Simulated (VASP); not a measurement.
# Cu3Au (Auricupride) (Pm-3m) in VASP: settings compared, part 2 of 2

VASP 6.6.1. The steps go on from the part before.

## 5. Relaxation of cell and atoms, PBEsol+rVV10

File INCAR:

```
SYSTEM = Cu3Au
PREC     = Accurate       ! precision mode
ENCUT    = 600            ! plane-wave cutoff, eV
EDIFF    = 1E-6           ! SCF threshold, eV
ISMEAR   = -1             ! smearing method
SIGMA    = 0.05           ! smearing width, eV
LREAL    = .FALSE.        ! projectors in reciprocal space
LASPH    = .TRUE.         ! aspherical terms in the spheres
NELM     = 60             ! most SCF steps
ALGO     = Normal         ! electronic algorithm
ISIF     = 3              ! what is computed and relaxed
LWAVE    = .FALSE.        ! write WAVECAR
LCHARG   = .FALSE.        ! write CHGCAR
GGA      = PS             ! functional
LUSE_VDW = .TRUE.       
IVDW_NL  = 2            
BPARAM   = 20.0         
CPARAM   = 0.0093       
IBRION   = 2              ! ionic algorithm
NSW      = 40             ! ionic steps
EDIFFG   = -0.005         ! ionic threshold
```

File KPOINTS:

```
regular mesh
0
G
  7 7 7
  0 0 0
```

File POSCAR:

```
Cu3Au
1.0
    3.7400000000      0.0000000000      0.0000000000
    0.0000000000      3.7400000000      0.0000000000
    0.0000000000      0.0000000000      3.7400000000
Au Cu
1 3
Direct
    0.0000000000      0.0000000000      0.0000000000
    0.5000000000      0.5000000000      0.0000000000
    0.5000000000      0.0000000000      0.5000000000
    0.0000000000      0.5000000000      0.5000000000
```

Potentials or basis: VASP PAW PBE potentials, release 64 (Au, Cu).

Run with:

```
> cat potpaw_PBE.64/Au/POTCAR potpaw_PBE.64/Cu/POTCAR > POTCAR
> mpirun -np 1 vasp_std > vasp.out
```

OUTCAR:

```text
SYSTEM = Cu3Au
   PREC = Accurate
   ENCUT = 600
   EDIFF = 1E-6
   ISMEAR = -1
   LREAL = .FALSE.
   LASPH = .TRUE.
   NELM = 60
   ISIF = 3
   GGA = PS
   IVDW_NL = 2
   BPARAM = 20.0
   IBRION = 2
   NSW = 40
   EDIFFG = -0.005

 ion  position               nearest neighbor table
   1  0.000  0.000  0.000-   2 2.64   3 2.64   4 2.64   3 2.64   4 2.64   2 2.64   4 2.64   4 2.64
                             2 2.64   3 2.64   3 2.64   2 2.64
   2  0.500  0.500  0.000-   1 2.64   3 2.64   4 2.64   3 2.64   4 2.64   1 2.64   3 2.64   3 2.64
                             1 2.64   4 2.64   4 2.64   1 2.64
   3  0.500  0.000  0.500-   1 2.64   2 2.64   4 2.64   1 2.64   2 2.64   2 2.64   4 2.64   2 2.64
                             1 2.64   4 2.64   1 2.64   4 2.64
   4  0.000  0.500  0.500-   1 2.64   2 2.64   3 2.64   1 2.64   2 2.64   1 2.64   3 2.64   1 2.64
                             2 2.64   3 2.64   2 2.64   3 2.64

  LATTYP: Found a simple cubic cell.
 ALAT       =     3.7400000000

  Lattice vectors:

 A1 = (   3.7400000000,   0.0000000000,   0.0000000000)
 A2 = (   0.0000000000,   3.7400000000,   0.0000000000)
 A3 = (   0.0000000000,   0.0000000000,   3.7400000000)

Analysis of symmetry for initial positions (statically):
=====================================================================
 Subroutine PRICEL returns:
 Original cell was already a primitive cell.

 Routine SETGRP: Setting up the symmetry group for a
 simple cubic supercell.

 Subroutine GETGRP returns: Found 48 space group operations
 (whereof 48 operations were pure point group operations)
 out of a pool of 48 trial point group operations.

The static configuration has the point symmetry O_h .

Analysis of symmetry for dynamics (positions and initial velocities):
=====================================================================
 Subroutine PRICEL returns:
 Original cell was already a primitive cell.

 Routine SETGRP: Setting up the symmetry group for a
 simple cubic supercell.

 Subroutine GETGRP returns: Found 48 space group operations
[... 115 lines left out ...]
   EMIN   =  10.00;   EMAX   =-10.00  energy-range for DOS
   EFERMI =   0.00;   METHOD = LEGACY
   ISMEAR =    -1;   SIGMA  =   0.05  broadening in eV -4-tet -1-fermi 0-gaus
   EFERMI_NEDOS =   21; number of points for ismear=-14 and -15
   IALGO  =     38    algorithm
   IMIX   =      4    mixing-type and parameters
     AMIX     =   0.40;   BMIX     =  1.00
     AMIX_MAG =   1.60;   BMIX_MAG =  1.00
  volume/ion in A,a.u.               =      13.08        88.26
  Fermi-wavevector in a.u.,A,eV,Ry     =   1.545328  2.920247 32.491255  2.388040
  Thomas-Fermi vector in A             =   2.650723
   LORBIT       =      0    0 simple, 1 ext, 2 COOP (PROOUT), +10 PAW based schemes
   GGA     = PS    functional components
   LHFCALC =     F    Hartree Fock is set to
   AEXX    =    0.0000 exact exchange contribution
   IVDW_NL    =     2    kernel type
   BPARAM     =20.0000
   IVDW    =     0    specifies the selected vdW correction
   LEPSILON=     F    determine dielectric tensor
   LRPA    =     F    only Hartree local field effects (RPA)
 conjugate gradient relaxation of ions
 non-spin polarized calculation
  energy-cutoff  :      600.00
  volume of cell :       52.31
 maximum number of plane-waves:      1767
 NGX is ok and might be reduce to    30
   NGX = 15   NGY = 15   NGZ = 15

--------------------------------------- Ionic step        1  -------------------------------------------

 number of electron      44.0000069 magnetization

 Free energy of the ion-electron system (eV)
  ---------------------------------------------------
  ext. energy  EPLUGINS =         0.00000000
  ---------------------------------------------------
  free energy    TOTEN  =       -16.54091247 eV

  energy without entropy =      -16.52808501  energy(sigma->0) =      -16.53449874

------------------------ aborting loop because EDIFF is reached ----------------------------------------

  FORCE on cell =-STRESS in cart. coord.  units (eV):
  Direction    XX          YY          ZZ          XY          YZ          ZX
  --------------------------------------------------------------------------------------
  -------------------------------------------------------------------------------------
  Total       -1.2695892     -1.2695892     -1.2695892      0.0000000      0.0000000      0.0000000
  in kB      -38.8829302    -38.8829302    -38.8829302      0.0000000      0.0000000      0.0000000
  external PRESSURE =     -38.8829302 kB  Pullay stress =       0.0000000 kB
[... 63 lines left out ...]
--------------------------------------- Ionic step        3  -------------------------------------------

 number of electron      44.0000058 magnetization

 Free energy of the ion-electron system (eV)
  ---------------------------------------------------
  ext. energy  EPLUGINS =         0.00000000
  ---------------------------------------------------
  free energy    TOTEN  =       -16.55731698 eV

  energy without entropy =      -16.54433781  energy(sigma->0) =      -16.55082739

 E-fermi :   8.4503     XC(G=0): -13.0716

 val. band max:        8.4498337828   @ k =   0.1429   0.0000   0.0000
 cond. band min:       8.6724515821   @ k =   0.2857   0.2857   0.1429
 fundamental gap:      0.2226177993
 Fermi energy:         8.4503126752

 k-point     1 :       0.0000    0.0000    0.0000
  band No.  band energies     occupation
      1      -1.4525      2.00000
      2       1.8784      2.00000
      3       1.8784      2.00000
      4       2.7467      2.00000
      5       2.7467      2.00000
      6       2.7467      2.00000
[... 600 lines left out ...]
  FREE ENERGIE OF THE ION-ELECTRON SYSTEM (eV)
  ---------------------------------------------------
  free  energy   TOTEN  =       -16.5573169785 eV

  energy  without entropy=      -16.5443378109  energy(sigma->0) =      -16.55082739

 reached required accuracy - stopping structural energy minimisation
```

OSZICAR:

```text
N       E                     dE             d eps       ncg     rms          rms(c)
DAV:   1     0.382742839746E+03    0.38274E+03   -0.22832E+04  1064   0.307E+03
DAV:   2     0.206447910411E+02   -0.36210E+03   -0.35223E+03  1046   0.480E+02
DAV:   3    -0.184688973864E+02   -0.39114E+02   -0.37352E+02  1262   0.197E+02
DAV:   4    -0.198517340078E+02   -0.13828E+01   -0.13715E+01  1488   0.411E+01
[... 28 lines left out ...]
DAV:   5    -0.165580600884E+02    0.35480E-02   -0.14085E-02  1638   0.291E+00    0.284E-01
DAV:   6    -0.165573466061E+02    0.71348E-03   -0.27674E-03  1598   0.996E-01    0.930E-02
DAV:   7    -0.165573194221E+02    0.27184E-04   -0.73251E-04  1602   0.410E-01    0.302E-02
DAV:   8    -0.165573171645E+02    0.22576E-05   -0.79714E-05  1448   0.116E-01    0.586E-03
DAV:   9    -0.165573169785E+02    0.18600E-06   -0.26132E-06   760   0.251E-02
   3 F= -.16557317E+02 E0= -.16550827E+02  d E =-.164045E-01
```

Wall time 2.4 min (1 thread of Intel Xeon Platinum 8375C at 2.90GHz (Ice Lake), shared host); peak memory 0.3 GiB.

Results:

```yaml
Free_energy: -16.5573 eV
Relaxed_volume: 12.75 Å³/atom
Relaxed_cell: a = 3.709 Å, b = 3.709 Å, c = 3.709 Å, α = 90.00°, β = 90.00°, γ = 90.00°
Space_group_after_relaxing_to_0.05_Å: Pm-3m (No. 221)
Energy_gained_by_relaxing: 4.1 meV/atom
Ionic_steps: 3
Pressure_after_relaxing: 0.0 GPa
Band_gap_on_the_k_mesh: none (metal or under the smearing width)
```

Step by step:
```tsv
step	energy change (eV)	largest force (eV/Å)	pressure (GPa)	volume (Å³)
1	0.0000	0.0000	-3.89	52.31
2	-0.0036	0.0000	3.97	49.95
3	-0.0164	0.0000	0.02	51.02
```

Final structure:
```xyz
4
Lattice="3.7089 0.0000 0.0000 0.0000 3.7089 0.0000 0.0000 0.0000 3.7089" Properties=species:S:1:pos:R:3 pbc="T T T"
Au    0.0000    0.0000    0.0000
Cu    1.8544    1.8544    0.0000
Cu    1.8544    0.0000    1.8544
Cu    0.0000    1.8544    1.8544
```

Caveat: the PAW data sets were made with another functional, which shifts forces and pressure a little; pairwise dispersion overbinds metals, which lowers pressure and volume. Spin-orbit coupling is left out, which matters for the levels of Au.

## 6. Summary

| task | level | potentials or basis | cell | cutoff (eV) | smearing | gap on the mesh (eV) | pressure (GPa) | relaxed volume (Å³/atom) |
| --- | --- | --- | --- | --- | --- | --- | --- | --- |
| relaxation of cell and atoms | PBE | VASP PAW PBE potentials, release 64 (Au, Cu_pv) | relaxed | 600 | fermi-dirac 0.05 eV | none | 0.0 | 13.40 |
| single point | PBE | VASP PAW PBE potentials, release 64 (Au, Cu) | as given | 520 | gaussian 0.026 eV | none | 5.2 | - |
| relaxation of cell and atoms | PBEsol+D4 | VASP PAW PBE potentials, release 64 (Au, Cu) | relaxed | 600 | fermi-dirac 0.05 eV | none | 0.0 | 12.55 |
| relaxation of cell and atoms | PBEsol+rVV10 | VASP PAW PBE potentials, release 64 (Au, Cu) | relaxed | 600 | fermi-dirac 0.05 eV | none | 0.0 | 12.75 |

Alike in all rows: no spin polarisation; k mesh 7 × 7 × 7.

Caveats: the PAW data sets were made with another functional, which shifts forces and pressure a little (some runs); pairwise dispersion overbinds metals, which lowers pressure and volume (some runs).

Total energies depend on the potentials used, so only differences within one code and one set of settings carry meaning.
